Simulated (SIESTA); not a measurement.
# C under changes of volume

One of the cells (5.672 Å³/atom); the others are scaled copies at fixed shape and fractional positions:

```xyz
12
Lattice="2.5221 0.0000 0.0000 -1.2611 2.1842 0.0000 0.0000 0.0000 12.3557" Properties=species:S:1:pos:R:3 pbc="T T T"
C     1.2611    0.7281    4.3760
C     0.0000    1.4561   10.5539
C     1.2611    0.7281    1.8018
C     0.0000    1.4561    7.9797
C     1.2611    0.7281    5.9205
C     0.0000    1.4561   12.0983
C     1.2611    0.7281    0.2574
C     0.0000    1.4561    6.4352
C     0.0000    0.0000   10.0390
C     0.0000    0.0000    3.8612
C     0.0000    0.0000    8.4945
C     0.0000    0.0000    2.3167
```

This is a hexagonal form of diamond, not graphite.

| Quantity | Value |
| --- | --- |
| Program | SIESTA 5.4.2 |
| Functional | PBEsol |
| Potentials or basis | PseudoDojo 0.4 standard (PBEsol files) |
| Basis | DZP (energy shift 0.003 Ry) |
| Grid cutoff | 500 Ry |
| Energy shift | 0.003 Ry |
| k mesh | 9 × 9 × 2 |
| Occupations | fermi-dirac, width 0.05 eV |
| Spin | no spin polarisation |

```tsv
volume (Å³/atom)	energy over the lowest point (meV/atom)	pressure (GPa)	gap on the mesh (eV)	largest force (eV/Å)
5.332	44.15	36.9	4.58	0.389
5.445	22.14	25.5	4.52	0.375
5.559	7.84	15.0	4.46	0.365
5.672	0.67	5.4	4.40	0.352
5.786	0.00	-3.4	4.35	0.341
5.899	?	?	?	?
6.012	16.08	-18.8	4.24	0.319
```

What does the run at 5.899 Å³/atom give?

Energy over the lowest point 5.31 meV/atom; pressure -11.5 GPa; gap on the mesh 4.29 eV; largest force 0.330 eV/Å.

Worked out: A Birch-Murnaghan fit of order 3 (a polynomial in V^(-2/3)) to the other rows has its minimum at 5.74 Å³/atom with B0 = V·E''(V) = 442 GPa and B' = 3.4 at fixed shape and positions, which overstates the stiffness. It gives 5.32 meV/atom at 5.899 Å³/atom, against the run's 5.31, and -dE/dV = -11.5 GPa, against -11.5. A straight line through the other rows of the gap, of slope -2.83 eV per unit of ln V, gives 4.29 eV, against the run's 4.29.

Energies are extrapolated to zero smearing.

Caveats: an odd mesh through Γ misses points on the zone boundary, where band edges often lie; the basis of atomic orbitals isn't converged, which shifts pressures, moduli and gaps.
